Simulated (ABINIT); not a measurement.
Crystal: ZrC.

```
Zr C
1.0
     0.00000    2.36500    2.36500
     2.36500    0.00000    2.36500
     2.36500    2.36500    0.00000
Zr C
1 1
Direct
  0.50000 0.50000 0.50000
  0.00000 0.00000 0.00000
```

Base run:

```yaml
Program: ABINIT 10.8.3 (patched build)
Functional: LDA
Potentials_or_basis: PseudoDojo NC SR LDA v0.4.1 standard
Cutoff: 1116 eV
k_mesh: 10 × 10 × 10
Occupations: fermi-dirac, width 0.05 eV
Spin: no spin polarisation
```

Its results: band gap on the k mesh none (metal or under the smearing width); pressure -12.3 GPa.

The run is repeated on the same cell with these changes: functional from LDA to PBE; potentials or basis from PseudoDojo NC SR LDA v0.4.1 standard to PseudoDojo NC SR PBE v0.5 standard. What comes out?

Band gap on the k mesh none (metal or under the smearing width); pressure -2.8 GPa.
